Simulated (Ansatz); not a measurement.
## A series in volume per atom on GaN

All results are calculated (Ansatz 0.2.0). Periodic Kohn-Sham DFT of a crystal at fixed atoms; pressure and stress are positive in compression; the energy is the free energy less that of spherical unpolarised free atoms; site moments are those in the method's own spheres, positive along +z.

Cell of the first row (space group Fm-3m, No. 225):
```
CELL_PARAMETERS angstrom
0.00000 1.95180 1.95180
1.95180 0.00000 1.95180
1.95180 1.95180 0.00000
ATOMIC_POSITIONS crystal
Ga 0.50000 0.50000 0.50000
N 0.00000 0.00000 0.00000
```

Settings of every row: method all-electron LAPW; functional PBEsol; relativity scalar; k mesh 13x13x13; filling fermi-dirac; smearing width 0.02 eV; basis error target 1 meV/atom; nucleus gaussian.

Atom start moment: 0 on all atoms.

Limits: all rows lie far from zero pressure.

Limits of some rows: cell far from its zero-pressure volume (row 1, 2).

```
row  volume per atom (Å³)  energy less free atoms (eV/atom)  pressure (GPa)
  1                 7.436                           -5.6829          91.671
  2                  7.44                           -5.6851          91.356
  3                 7.594                           -5.7674          79.643
  4                 7.673                           -5.8053          74.053
  5                 7.752                           -5.8405          68.726
  6                  7.91                           -5.9034          58.811
  7                 7.989                           -5.9313          54.198
  8                 8.069                                 ?               ?
  9                 8.148                           -5.9805          45.606
 10                 8.227                            -6.002          41.605
 11                 8.385                           -6.0394           34.15
```

Question: what energy less free atoms and pressure should row 8 give?

Worked fit of energy less free atoms. Take u = (V_r/V)^(2/3) − 1 with V_r = 7.831 Å³ an atom, which is twice the finite (Eulerian) strain; such expansions in the strain, on which the Birch-Murnaghan equation of state is built, carry the rest volume and the bulk modulus. The shown rows have u = 0.03511, 0.03474, 0.0207, 0.01368, 0.00678, -0.00667, -0.01323, -0.02611, -0.03235, -0.04455. Least squares give energy less free atoms = −5.87314 + 4.6733 × u + 21.21 × u² eV/atom; a straight line predicts inner rows, each left out in turn, worse (root mean square 0.013 against 0.00013 eV/atom). The rows lie off it by 0.0000, 0.0001, -0.0001, -0.0001, 0.0000, 0.0000, 0.0000, 0.0002, 0.0001, -0.0002. The withheld row has u = -0.01976, so the fit gives −5.87314 + 4.6733 × (-0.01976) + 21.21 × (-0.01976)² = -5.9572 eV/atom.

The calculation gave -5.957 eV/atom. The fit lies 0.0002 eV/atom (0.056 % of the column's range) below it; its largest miss of a shown row is 0.0002 eV/atom.

Worked fit of pressure. Take u = (V_r/V)^(2/3) − 1 with V_r = 7.831 Å³ an atom, which is twice the finite (Eulerian) strain; such expansions in the strain, on which the Birch-Murnaghan equation of state is built, carry the rest volume and the bulk modulus. The shown rows have u = 0.03511, 0.03474, 0.0207, 0.01368, 0.00678, -0.00667, -0.01323, -0.02611, -0.03235, -0.04455. Least squares give pressure = 63.654 + 735.904 × u + 1720.65 × u² + 1442 × u³ GPa; a parabola predicts inner rows, each left out in turn, worse (root mean square 0.025 against 0.016 GPa). The rows lie off it by -0.004, 0.000, 0.006, 0.006, 0.003, -0.011, -0.018, 0.019, 0.006, -0.007 (root mean square 0.0099 GPa). The withheld row has u = -0.01976, so the fit gives 63.654 + 735.904 × (-0.01976) + 1720.65 × (-0.01976)² + 1442 × (-0.01976)³ = 49.773 GPa.

The calculation gave 49.8 GPa. The fit lies 0.027 GPa (0.047 % of the column's range) below it; its largest miss of a shown row is 0.019 GPa.
